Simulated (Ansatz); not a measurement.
## KF: a sublattice moved along a line

Method: DFT PBE, scalar-relativistic, plane waves, PAW (Ansatz 0.2.0). Cutoff 420 eV, Γ-centred 8×8×8 k-points, Gaussian smearing of 0.05 eV. No spin polarisation. Energies are free energies at this smearing, counted from the undisturbed cell; pressure is positive in compression.

The starting cell (as given, not relaxed at this level; it stands at 0.0 GPa; this CsCl-type form isn't the usual structure):

```yaml
crystal:
  lattice:
    - [3.25895, 0.00000, 0.00000]
    - [0.00000, 3.25895, 0.00000]
    - [0.00000, 0.00000, 3.25895]
  atoms:
    - { symbol: K, position: [0.00000, 0.00000, 0.00000] }
    - { symbol: F, position: [0.50000, 0.50000, 0.50000] }
```

Every F atom is moved by x along the Cartesian unit vector (0.707, -0.707, 0.000); the cell and all other atoms stay fixed.

```tsv
x (Å)	ΔE (meV/cell)
-0.3000	38.7
-0.1500	8.6
0.0000	0.0
0.0375	0.5
0.0750	2.1
0.1125	4.7
0.1875	13.7
0.2250	20.3
0.2625	28.5
```

Question: Predict the gap on the mesh (eV) at each point.

Answer:
```
  x (Å) gap on the mesh (eV)
-0.3000                  6.31
-0.1500                  6.28
 0.0000                  6.27
 0.0375                  6.27
 0.0750                  6.28
 0.1125                  6.28
 0.1875                  6.29
 0.2250                  6.29
 0.2625                  6.30
```